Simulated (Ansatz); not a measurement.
The system is BaTiO3.

```
Ba Ti O
1.0
    -3.80268   -0.05658   -0.02182
    -0.02191   -0.03168   -4.13033
    -0.11316   -7.97351   -0.06307
Ba Ti O
2 2 6
Direct
  0.04486 0.90917 0.49511
  0.00815 0.92181 0.02441
  0.45719 0.52057 0.20539
  0.50232 0.47064 0.76225
  0.48144 0.03993 0.24039
  0.45629 0.07298 0.69357
  0.53803 0.54059 0.44980
  0.52906 0.55800 0.03050
  0.98202 0.45740 0.26038
  0.00064 0.50892 0.83819
```

```yaml
Program: Ansatz 0.2.0
Task: relaxation of cell and atoms
Functional: BLYP
Dispersion: D3(BJ)
Potentials_or_basis: Ansatz PAW
Cutoff: "420 eV (not typed: the program's choice for these potentials)"
k_mesh: 7 × 7 × 4
Occupations: fermi-dirac, width 0.05 eV
Spin: no spin polarisation
```

At the start: volume 12.52 Å³/atom.

Where does the relaxation end?

It ends after 15 steps and the volume is 13.06 Å³/atom (+4.3 %); space group R3m (No. 160, to 0.05 Å).

The path:
```tsv
step	energy change (eV)	largest force (eV/Å)	volume (Å³)
1	0.0000	26.5942	125.20
2	-6.8178	10.8726	132.38
3	-9.5721	3.3152	132.58
4	-10.4462	1.3080	132.93
5	-10.6412	0.1042	130.78
6	-10.6451	0.0487	130.25
7	-10.6448	0.0263	130.43
8	-10.6458	0.0332	130.25
9	-10.6457	0.0031	130.31
10	-10.6819	0.0032	130.31
11	-10.6839	0.0033	130.58
12	-10.6840	0.0011	130.63
13	-10.6858	0.0013	130.63
14	-10.6860	0.0012	130.62
15	-10.6859	0.0012	130.62
```

Final structure:
```
Ba Ti O
1.0
    -4.02362   -0.00618   -0.00615
    -0.00670   -0.00692   -4.02975
    -0.01285   -8.05602   -0.01322
Ba Ti O
2 2 6
Direct
  0.99318 0.99274 0.49644
  0.99319 0.99274 0.99643
  0.48108 0.48015 0.24021
  0.48107 0.48015 0.74020
  0.50613 0.01418 0.25313
  0.50613 0.01417 0.75313
  0.50619 0.50638 0.50698
  0.50619 0.50639 0.00698
  0.01343 0.50655 0.25324
  0.01343 0.50655 0.75324
```

Caveat: the plane-wave basis is chosen anew once the cell has moved, so the energies of steps on either side of that aren't comparable; the pressure holds a Pulay correction of +0.6 GPa for the finite cutoff; the PAW data sets come from PBE, with cores solved anew for the run's functional, which leaves a small shift of forces and pressure.
